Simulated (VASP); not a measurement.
Here is a VASP 6.6.1 calculation.

POSCAR

```
Nb
1.0
   -1.6355100000      1.6355100000      1.6355100000
    1.6355100000     -1.6355100000      1.6355100000
    1.6355100000      1.6355100000     -1.6355100000
Nb
1
Direct
    1.0000000000      1.0000000000      1.0000000000
```

The input INCAR.step1:

```
SYSTEM = Nb
  ALGO = Normal
  EDIFF = 1E-8
  ENCUT = 450
  GGA = PE
  ISMEAR = 0
  LASPH = .True.
  LCHARG = .False.
  LREAL = .False.
  LWAVE = .True.
  NELM = 60
  PREC = Accurate
  SIGMA = 0.05
```

Contents of INCAR.step2:

```
SYSTEM = Nb
  AEXX = 1.0
  AGGAC = 0.0
  ALDAC = 0.0
  ALGO = EIGENVAL
  EDIFF = 1E-8
  ENCUT = 450
  GGA = PE
  ISMEAR = 0
  ISTART = 1
  LASPH = .True.
  LCHARG = .False.
  LHFCALC = .True.
  LREAL = .False.
  LWAVE = .False.
  NELM = 1
  PREC = Accurate
  PRECFOCK = Fast
  SIGMA = 0.05
```

File INCAR.step3:

```
SYSTEM = Nb
  ALGO = Exact
  EDIFF = 1E-8
  ENCUT = 450
  GGA = PE
  ISMEAR = 0
  ISTART = 1
  LASPH = .True.
  LCHARG = .False.
  LOPTICS = .True.
  LREAL = .False.
  LWAVE = .True.
  NBANDS = 386
  NELM = 1
  PREC = Accurate
  SIGMA = 0.05
```

The input INCAR.step4:

```
SYSTEM = Nb
  ALGO = ACFDT
  EDIFF = 1E-8
  ENCUT = 450
  ENCUTGW = 250
  GGA = PE
  ISMEAR = 0
  ISTART = 1
  LASPH = .True.
  LCHARG = .False.
  LREAL = .False.
  LWAVE = .False.
  NBANDS = 386
  NELM = 60
  NOMEGA = 12
  PREC = Accurate
  PRECFOCK = Fast
  SIGMA = 0.05
```

KPOINTS

```
k-points
0
Gamma
  8 8 8
  0 0 0
```

Potentials or basis: VASP PAW PBE potentials, release 64 (Nb_sv_GW).

Launch:

```sh
$ cat potpaw_PBE.64/Nb_sv_GW/POTCAR > POTCAR
$ cp INCAR.step1 INCAR
$ mpirun -np 1 vasp_std > vasp.out
$ cp INCAR.step2 INCAR
$ mpirun -np 1 vasp_std > vasp.out
$ cp INCAR.step3 INCAR
$ mpirun -np 1 vasp_std > vasp.out
$ cp INCAR.step4 INCAR
$ mpirun -np 1 vasp_std > vasp.out
```

(1) What does it give for the RPA correlation energy?

(2) Predict the RPA total energy per cell.

(3) Predict the band gap on the k mesh, mean-field level.

Answers

(1) -24.547 eV/atom.

(2) -42.758 eV.

(3) none (metal or under the smearing width).

Caveat: the ground state has no gap, which makes the many-body step unreliable.
